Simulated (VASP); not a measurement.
Here is a VASP 6.6.1 calculation.

INCAR

```
  PREC = Accurate
  ENCUT = 600
  EDIFF = 1E-6
  ISMEAR = 1
  SIGMA = 0.1
  LREAL = False
  LASPH = True
  NELM = 80
  ALGO = Normal
  ISIF = 3
  LWAVE = False
  LCHARG = False
  METAGGA = R2SCAN
  LMIXTAU = True
  IBRION = 2
  NSW = 90
  EDIFFG = -0.01
  KPAR = 4
```

File KPOINTS:

```
regular mesh
0
Gamma
  8 12 8
```

Contents of POSCAR:

```
SiNi
1.0
    5.1731000000      0.0000000000      0.0000000000
    0.0000000000      3.3381000000      0.0000000000
    0.0000000000      0.0000000000      5.6049000000
Si Ni
4 4
Direct
    0.3212800000      0.7500000000      0.0825000000
    0.1787200000      0.2500000000      0.5825000000
    0.8212800000      0.7500000000      0.4175000000
    0.6787200000      0.2500000000      0.9175000000
    0.0077900000      0.2500000000      0.1875200000
    0.4922100000      0.7500000000      0.6875200000
    0.5077900000      0.2500000000      0.3124800000
    0.9922100000      0.7500000000      0.8124800000
```

Potentials or basis: VASP PAW PBE potentials, release 64 (Si, Ni).

Run with:

```console
$ cat potpaw_PBE.64/Si/POTCAR potpaw_PBE.64/Ni/POTCAR > POTCAR
$ mpirun -np 4 vasp_std > vasp.out
```

What does it give for the relaxed volume?

11.89 Å³/atom.

Predict the band gap on the k mesh.

none (metal or under the smearing width).

What does it give for the relaxed cell?

a = 5.093 Å, b = 3.354 Å, c = 5.570 Å, α = 90.00°, β = 90.00°, γ = 90.00°.

Predict the space group after relaxing (to 0.05 Å).

Pnma (No. 62).

Step by step:
```tsv
step	energy change (eV)	largest force (eV/Å)	pressure (GPa)	volume (Å³)
1	0.0000	0.1339	-3.26	96.79
2	-0.0018	0.0539	3.76	93.38
3	-0.0204	0.0602	0.21	95.02
4	-0.0232	0.0398	0.16	95.08
5	-0.0248	0.0452	0.10	95.17
6	-0.0249	0.0413	0.09	95.16
7	-0.0253	0.0274	-0.21	95.27
8	-0.0254	0.0223	-0.25	95.32
9	-0.0257	0.0149	-0.04	95.20
10	-0.0257	0.0126	0.06	95.13
11	-0.0257	0.0127	0.10	95.10
12	-0.0258	0.0109	0.05	95.12
13	-0.0258	0.0109	0.06	95.13
14	-0.0259	0.0121	0.01	95.15
15	-0.0259	0.0065	0.02	95.15
```

Caveat: the PAW data sets were made with another functional, which shifts forces and pressure a little. Spin polarisation is off, so any magnetic state and its effect on volume and gap are missing.
